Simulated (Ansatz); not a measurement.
Consider the ligand exchange at the Si–C bond: `C=CCC[SiH3]` + `COB(C)O` → `COB(C)O[SiH3]` + `C=CCC`.

Program: Ansatz. Geometries: PBE0-D4/def2-TZVP. ΔE: electronic, gas phase. CCSD(T)/CBS adds triple-zeta CCSD(T) − MP2 to the extrapolated MP2 energy (def2 sets, frozen cores). Functionals use def2-TZVPP. B3LYP here is the variant with VWN-RPA as its local correlation; programs differ in this. One conformer a species, not always the lowest.

```tsv
level	ΔE (kJ/mol)	difference from CCSD(T)/CBS
B3LYP-D4	-100.6	-2.6
r2SCAN	-96.7	1.3
B3LYP	-104.3	-6.3
HF/def2-TZVPP	-120.9	-22.9
SCS-MP2/def2-TZVPP	-102.7	-4.7
CCSD/def2-TZVPP	-100.3	-2.3
HF/def2-QZVPP	-122.7	-24.7
MP2/def2-QZVPP	-98.8	-0.8
MP2/CBS(def2)	-98.4	-0.4
CCSD/CBS(def2)	-100.9	-2.9
CCSD(T)/CBS	-98.0	0
```

Largest T1 diagnostic among the species: 0.012.

From PBE to PBE0 (25 % exact exchange), in def2-TZVPP and without D4, ΔE moves by −4.4 kJ/mol. In def2-TZVPP, CCSD(T) changes the Hartree–Fock value by +23.6 kJ/mol (the triples alone add +3.0 kJ/mol) and MP2 by +23.1 kJ/mol.

CCSD(T)/CBS has its own doubt, a few kJ/mol and more with outer-core shells, so smaller differences from it don't rank the levels.
